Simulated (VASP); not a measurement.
Input of a VASP 6.6.1 run:

Contents of INCAR:

```
PREC = Accurate ; ENCUT = 600
EDIFF = 1E-7 ; ISMEAR = 0
SIGMA = 0.03 ; LREAL = F
LASPH = T ; NELM = 80
ALGO = Normal ; ISIF = 3
LWAVE = F ; LCHARG = F
METAGGA = R2SCAN ; LMIXTAU = T
IBRION = 2 ; NSW = 90
EDIFFG = -0.005 ; KPAR = 2
```

File KPOINTS:

```
regular mesh
0
Gamma
  10 10 10
```

The input POSCAR:

```
TiO2                                    
1.0
   -1.8942179860      1.8942179860      4.7835184693
    1.8942179860     -1.8942179860      4.7835184693
    1.8942179860      1.8942179860     -4.7835184693
  Ti              O             
     2     4
Direct
     1.0000000000000000    1.0000000000000000    0.0000000000000000
     0.7500000000000000    0.2500000000000000    0.5000000000000000
     0.2077008741460202    0.2077008741460202    0.0000000000000000
     0.9577008741460202    0.4577008741460202    0.5000000000000000
     0.5422991258539798    0.0422991258539798    0.5000000000000000
     0.7922991258539798    0.7922991258539798    0.0000000000000000
```

Potentials or basis: VASP PAW PBE potentials, release 64 (Ti_sv, O).

Launch:

```sh
$ cat potpaw_PBE.64/Ti_sv/POTCAR potpaw_PBE.64/O/POTCAR > POTCAR
$ mpirun -np 2 vasp_std > vasp.out
```

Estimate the relaxed cell.

a = 5.488 Å, b = 5.488 Å, c = 5.488 Å, α = 139.65°, β = 139.65°, γ = 58.39°.

Estimate the band gap on the k mesh.

2.55 eV, indirect (least direct gap 2.88 eV).

Final structure:
```xyz
6
Lattice="-1.8929 1.8929 4.7914 1.8929 -1.8929 4.7914 1.8929 1.8929 -4.7914" Properties=species:S:1:pos:R:3 pbc="T T T"
Ti    0.0000    0.0000    0.0000
Ti    0.0000    1.8929    2.3957
O     0.0000    0.0000    1.9880
O     0.0000    1.8929    4.3837
O     0.0000    1.8929    0.4077
O     0.0000    0.0000    7.5947
```

Caveat: the PAW data sets were made with another functional, which shifts forces and pressure a little. r2SCAN opens gaps a little over a GGA but as a rule still falls short of measured ones.
